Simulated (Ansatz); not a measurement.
# Ga (simple hexagonal type): how the settings move a relaxation

How sensitive is a relaxation of Ga (simple hexagonal type) to its settings? A reference run comes first, then one run with altered input.

Method: reference: DFT, PBE, PAW with Ansatz's default frozen-core files, scalar-relativistic, in Ansatz 0.2.0.

1 further run of the same task is left out (it didn't finish).

## Step 1: The starting structure

The structure is hexagonal, space group P6/mmm (No. 191). Conventional cell: a = 2.895 Å, b = 2.895 Å, c = 2.722 Å, α = 90.00°, β = 90.00°, γ = 120.00°. Ga (site symmetry 6/mmm) has 8 Ga at 2.72 to 2.90 Å as nearest neighbours.

As a file:

```
Ga
1.0
     2.89541    0.00000    0.00000
    -1.44770    2.50750    0.00000
     0.00000    0.00000    2.72168
Ga
1
Direct
  0.00000 0.00000 0.00000
```

## Step 2: Reference

File input.yaml:

```yaml
crystal:
  lattice:
    - [2.8954060997, 0.0, 0.0]
    - [-1.4477030498, 2.5074952366, 0.0]
    - [0.0, 0.0, 2.7216817337]
  atoms:
    - { symbol: Ga, position: [0.0, 0.0, 0.0] }
kpoints:
  mp_grid: { grid: [17, 17, 15] }
scf:
  occupations: { method: fermi_dirac, width: 0.05 }
hamiltonian:
  xc: pbe
  pseudopotentials: { kind: paw }
output:
  forces: true
  stress: true
relax:
  f_tol: 0.005
  max_steps: 40
  cell: {}
```

Run with:

```bash
$ ansatz run input.yaml --threads 1 --pin off --max-ram 2048MiB --backend cpu --events-out ev --progress --plain --runs-dir out
```

## Step 3: Variant: max_displacement 0.3

input.yaml, as its differences from that of step 2:

```diff
@@ -21 +21,2 @@
   cell: {}
+  max_displacement: 0.3
```

Before running it: what results should come out? Wanted: for each run, ending; energy change; pressure; gap; force.

**Answer**, as computed:

| run | ending | energy change | pressure (GPa) | gap (eV) | force (eV/Å) | cycles | time |
| --- | --- | --- | --- | --- | --- | --- | --- |
| reference | converged | 0 | 0.0 | 0.00 | 0.00 | 23 | 5.8 s |
| 1: max_displacement 0.3 | converged | 0.0 meV/atom | 0.0 | 0.00 | 0.00 | 23 | 6 s |

**Reading.** Energy and cycle count are those of the reference, so the change (walk settings) left the result and the number of cycles as they were.
